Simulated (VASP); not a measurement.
# MnS (F-43m) in VASP: further runs, part 2 of 2

VASP 6.6.1. The steps go on from the part before.

## (4) Single point, LDA+U, collinear spin, zero start

INCAR

```
SYSTEM = MnS
ALGO     = Normal         ! electronic algorithm
EDIFF    = 1E-6           ! SCF threshold, eV
ENCUT    = 520            ! plane-wave cutoff, eV
GGA      = CA             ! functional
ISIF     = 2              ! what is computed and relaxed
ISMEAR   = 0              ! smearing method
ISPIN    = 2              ! spin polarisation
LASPH    = .TRUE.         ! aspherical terms in the spheres
LCHARG   = .FALSE.        ! write CHGCAR
LDAU     = .TRUE.         ! DFT+U
LDAUJ    = 0 0          
LDAUL    = 2 -1           ! shell
LDAUPRINT= 1            
LDAUTYPE = 2            
LDAUU    = 8 0            ! U, eV
LMAXMIX  = 4              ! l up to which the mixer works
LORBIT   = 11             ! projections on sites
LREAL    = .FALSE.        ! projectors in reciprocal space
LWAVE    = .FALSE.        ! write WAVECAR
MAGMOM   = 0 0 0 0        ! initial moments
NBANDS   = 31             ! bands
NELM     = 150            ! most SCF steps
NUPDOWN  = 0.0            ! fixed moment
PREC     = Accurate       ! precision mode
SIGMA    = 0.05           ! smearing width, eV
```

KPOINTS

```
k-points
0
G
  6 6 6
  0 0 0
```

POSCAR

```
MnS
1.0
    0.0000000000      2.8000000000      2.8000000000
    5.6000000000      2.8000000000      2.8000000000
    5.6000000000      5.6000000000      0.0000000000
Mn S
2 2
Direct
    0.0000000000      0.0000000000      0.0000000000
    0.0000000000      0.0000000000      0.5000000000
    0.7500000000      0.7500000000      0.0000000000
    0.7500000000      0.7500000000      0.5000000000
```

Potentials or basis: VASP PAW LDA potentials, release 64 (Mn_pv, S).

Launch:

```sh
> cat potpaw_LDA.64/Mn_pv/POTCAR potpaw_LDA.64/S/POTCAR > POTCAR
> mpirun -np 1 vasp_std > vasp.out
```

OUTCAR:

```text
SYSTEM = MnS
   EDIFF = 1E-6
   ENCUT = 520
   GGA = CA
   ISIF = 2
   ISMEAR = 0
   ISPIN = 2
   LASPH = .TRUE.
   LORBIT = 11
   LREAL = .FALSE.
   NELM = 150
   NUPDOWN = 0.0
   PREC = Accurate

 ion  position               nearest neighbor table
   1  0.000  0.000  0.000-   3 2.42   4 2.42   3 2.42   4 2.42
   2  0.000  0.000  0.500-   4 2.42   3 2.42   3 2.42   4 2.42
   3  0.750  0.750  0.000-   1 2.42   2 2.42   2 2.42   1 2.42
   4  0.750  0.750  0.500-   2 2.42   1 2.42   1 2.42   2 2.42

  LATTYP: Found a simple tetragonal cell.
 ALAT       =     3.9597979746
 C/A-ratio  =     1.4142135624

  Lattice vectors:

 A1 = (   0.0000000000,  -2.8000000000,   2.8000000000)
 A2 = (   0.0000000000,  -2.8000000000,  -2.8000000000)
 A3 = (   5.6000000000,   0.0000000000,   0.0000000000)

Analysis of symmetry for initial positions (statically):
=====================================================================
 Subroutine PRICEL returns following result:

  LATTYP: Found a face centered cubic cell.
 ALAT       =     5.6000000000
[... 12 lines left out ...]
 Subroutine GETGRP returns: Found  8 space group operations
 (whereof  8 operations were pure point group operations)
 out of a pool of 16 trial point group operations.

The static configuration has the point symmetry D_2d.

Analysis of symmetry for dynamics (positions and initial velocities):
=====================================================================
 Subroutine PRICEL returns following result:

  LATTYP: Found a face centered cubic cell.
 ALAT       =     5.6000000000
[... 12 lines left out ...]
 Subroutine GETGRP returns: Found  8 space group operations
 (whereof  8 operations were pure point group operations)
 out of a pool of 16 trial point group operations.

The dynamic configuration has the point symmetry D_2d.

Analysis of structural, dynamic, and magnetic symmetry:
=====================================================================
 Subroutine PRICEL returns following result:

  LATTYP: Found a face centered cubic cell.
 ALAT       =     5.6000000000
[... 12 lines left out ...]
 Subroutine GETGRP returns: Found  8 space group operations
 (whereof  8 operations were pure point group operations)
 out of a pool of 16 trial point group operations.

The overall configuration has the point symmetry D_2d.

 Subroutine INISYM returns: Found  8 space group operations
 (whereof  8 operations are pure point group operations),
 and found     2 'primitive' translations

----------------------------------------------------------------------------------------

                                     Primitive cell

  volume of cell :      43.9040

  direct lattice vectors                    reciprocal lattice vectors
    -2.800000000  2.800000000 -0.000000000    -0.178571429  0.178571429 -0.178571429
[... 171 lines left out ...]
  o =  0.9254  v =  0.0000  0.0000 -0.5000  0.0000  0.8660  0.0000  0.0000  0.0000  0.0000  0.0000      0.0000  0.0000  0.0000  0.0000  0.0000  0.0000  0.0000  0.0000  0.0000  0.0000

atom =   2  type =  1  l = 2

 onsite density matrix

spin component  1

  0.2100  0.0000  0.0000  0.0000  0.0000
  0.0000  0.2246  0.0000 -0.0000 -0.0000
  0.0000  0.0000  0.9253  0.0000 -0.0001
  0.0000 -0.0000  0.0000  0.2100  0.0000
  0.0000 -0.0000 -0.0001  0.0000  0.9254

spin component  2

  0.2100  0.0000  0.0000  0.0000  0.0000
  0.0000  0.2246  0.0000 -0.0000 -0.0000
  0.0000  0.0000  0.9253  0.0000 -0.0001
  0.0000 -0.0000  0.0000  0.2100  0.0000
  0.0000 -0.0000 -0.0001  0.0000  0.9254

 occupancies and eigenvectors

  o =  0.2100  v =  1.0000  0.0000  0.0000  0.0000  0.0000  0.0000  0.0000  0.0000  0.0000  0.0000      0.0000  0.0000  0.0000  0.0000  0.0000  0.0000  0.0000  0.0000  0.0000  0.0000
  o =  0.2100  v =  0.0000 -0.0000 -0.0000  1.0000 -0.0000  0.0000  0.0000  0.0000  0.0000  0.0000      0.0000  0.0000  0.0000  0.0000  0.0000  0.0000  0.0000  0.0000  0.0000  0.0000
  o =  0.2100  v =  0.0000  0.0000  0.0000  0.0000  0.0000  1.0000  0.0000  0.0000  0.0000  0.0000      0.0000  0.0000  0.0000  0.0000  0.0000  0.0000  0.0000  0.0000  0.0000  0.0000
  o =  0.2100  v =  0.0000  0.0000  0.0000  0.0000  0.0000  0.0000  0.0000 -0.0000  1.0000  0.0000      0.0000  0.0000  0.0000  0.0000  0.0000  0.0000  0.0000  0.0000  0.0000  0.0000
  o =  0.2246  v =  0.0000  0.0000  0.0000  0.0000  0.0000  0.0000 -1.0000  0.0000  0.0000 -0.0000      0.0000  0.0000  0.0000  0.0000  0.0000  0.0000  0.0000  0.0000  0.0000  0.0000
  o =  0.2246  v =  0.0000 -1.0000  0.0000 -0.0000 -0.0000  0.0000  0.0000  0.0000  0.0000  0.0000      0.0000  0.0000  0.0000  0.0000  0.0000  0.0000  0.0000  0.0000  0.0000  0.0000
  o =  0.9252  v =  0.0000  0.0000 -0.8660  0.0000 -0.5000  0.0000  0.0000  0.0000  0.0000  0.0000      0.0000  0.0000  0.0000  0.0000  0.0000  0.0000  0.0000  0.0000  0.0000  0.0000
  o =  0.9252  v =  0.0000  0.0000  0.0000  0.0000  0.0000  0.0000  0.0000 -0.8660  0.0000 -0.5000      0.0000  0.0000  0.0000  0.0000  0.0000  0.0000  0.0000  0.0000  0.0000  0.0000
  o =  0.9254  v =  0.0000  0.0000  0.0000  0.0000  0.0000  0.0000 -0.0000 -0.5000 -0.0000  0.8660      0.0000  0.0000  0.0000  0.0000  0.0000  0.0000  0.0000  0.0000  0.0000  0.0000
  o =  0.9254  v =  0.0000  0.0000 -0.5000  0.0000  0.8660  0.0000  0.0000  0.0000  0.0000  0.0000      0.0000  0.0000  0.0000  0.0000  0.0000  0.0000  0.0000  0.0000  0.0000  0.0000

 number of electron      37.9999987 magnetization       0.0000000

 Free energy of the ion-electron system (eV)
  ---------------------------------------------------
  ext. energy  EPLUGINS =         0.00000000
  ---------------------------------------------------
  free energy    TOTEN  =       -14.07917226 eV

  energy without entropy =      -14.07105419  energy(sigma->0) =      -14.07511322

 E-fermi :   4.3668     XC(G=0):  -9.7799

 val. band max:        4.3653895799   @ k =   0.5000  -0.0000   0.1667
 cond. band min:       4.4571154364   @ k =   0.0000   0.0000   0.5000
 fundamental gap:      0.0917258565
 Fermi energy:         4.3667613644

 spin component 1

 k-point     1 :       0.0000    0.0000    0.0000
  band No.  band energies     occupation
      1     -44.4781      1.00000
      2     -44.4743      1.00000
      3     -44.4375      1.00000
      4     -44.4375      1.00000
      5     -44.4360      1.00000
      6     -44.4360      1.00000
[... 1625 lines left out ...]
     30      10.8104      0.00000
     31      12.2825      0.00000

 [... further k-points ...]

------------------------ aborting loop because EDIFF is reached ----------------------------------------

  FORCE on cell =-STRESS in cart. coord.  units (eV):
  Direction    XX          YY          ZZ          XY          YZ          ZX
  --------------------------------------------------------------------------------------
  -------------------------------------------------------------------------------------
  Total       -8.4995848     -8.5150389     -8.5150389      0.0000000     -0.0000000     -0.0000000
  in kB     -155.0865770   -155.3685577   -155.3685577      0.0000000     -0.0000000     -0.0000000
  external PRESSURE =    -155.2745641 kB  Pullay stress =       0.0000000 kB

 VOLUME and BASIS-vectors are now :
 -----------------------------------------------------------------------------
  energy-cutoff  :      520.00
  volume of cell :       87.81
      direct lattice vectors                 reciprocal lattice vectors
     0.000000000  2.800000000  2.800000000    -0.178571429  0.178571429  0.178571429
     5.600000000  2.800000000  2.800000000     0.178571429 -0.178571429  0.178571429
     5.600000000  5.600000000  0.000000000     0.000000000  0.178571429 -0.178571429

 POSITION                                       TOTAL-FORCE (eV/Angst)
 -----------------------------------------------------------------------------------
      0.00000      0.00000      0.00000         0.000000      0.000000     -0.000000
      2.80000      2.80000      0.00000         0.000000      0.000000      0.000000
      4.20000      4.20000      4.20000         0.000000     -0.000000     -0.000000
      7.00000      7.00000      4.20000        -0.000000     -0.000000      0.000000
 -----------------------------------------------------------------------------------
    total drift:                               -0.000004      0.000003      0.000001

  FREE ENERGIE OF THE ION-ELECTRON SYSTEM (eV)
  ---------------------------------------------------
  free  energy   TOTEN  =       -14.0791722582 eV

  energy  without entropy=      -14.0710541863  energy(sigma->0) =      -14.07511322

 total charge

# of ion       s       p       d       tot
------------------------------------------
    1        0.265   6.188   4.968  11.421
    2        0.265   6.188   4.968  11.421
    3        1.309   2.387   0.000   3.695
    4        1.309   2.387   0.000   3.695
--------------------------------------------------
tot          3.147  17.150   9.936  30.233

 magnetization (x)

# of ion       s       p       d       tot
------------------------------------------
    1       -0.000   0.000  -0.000  -0.000
    2       -0.000   0.000  -0.000  -0.000
    3        0.000   0.000   0.000   0.000
    4        0.000   0.000   0.000   0.000
--------------------------------------------------
tot          0.000   0.000  -0.000  -0.000
```

Wall time 7.4 min (1 thread of Intel Xeon 6975P-C (Granite Rapids), shared host); peak memory 0.35 GiB.

Results:

```
Free energy                                           : -14.0792 eV
Pressure                                              : -15.5 GPa
Net moment                                            : 0.00 μB per cell
Valence electrons inside the program's atomic spheres : Mn 11.42; S 3.69
```

Eigenvalues of the final occupation matrices:
```tsv
site	spin	trace	eigenvalues
site 1 d	1	2.50	0.21 0.21 0.22 0.93 0.93
site 1 d	2	2.50	0.21 0.21 0.22 0.93 0.93
site 2 d	1	2.50	0.21 0.21 0.22 0.93 0.93
site 2 d	2	2.50	0.21 0.21 0.22 0.93 0.93
```

Caveat: the total moment is fixed, so each spin has its own Fermi level. The state reached can hang on the start; a lower one may exist.

## (5) Overview

| spin | fixed moment (μB) | gap on the mesh (eV) | pressure (GPa) | moment (μB) |
| --- | --- | --- | --- | --- |
| collinear, typed start | - | 1.61 | 2.6 | 10.00 |
| collinear, twin_end start | - | 2.76 | 1.5 | 0.00 |
| collinear, zero start | 0.0 | - | -15.5 | 0.00 |

Alike in all rows: task single point; level LDA+U; potentials or basis VASP PAW LDA potentials, release 64 (Mn_pv, S); Mn d U = 8.0 eV; cell as given; k mesh 6 × 6 × 6; cutoff (eV) 520; smearing gaussian 0.05 eV.

Caveats: the total moment is fixed, so each spin has its own Fermi level (some runs).

Absolute energies hang on the potentials; compare differences alone.
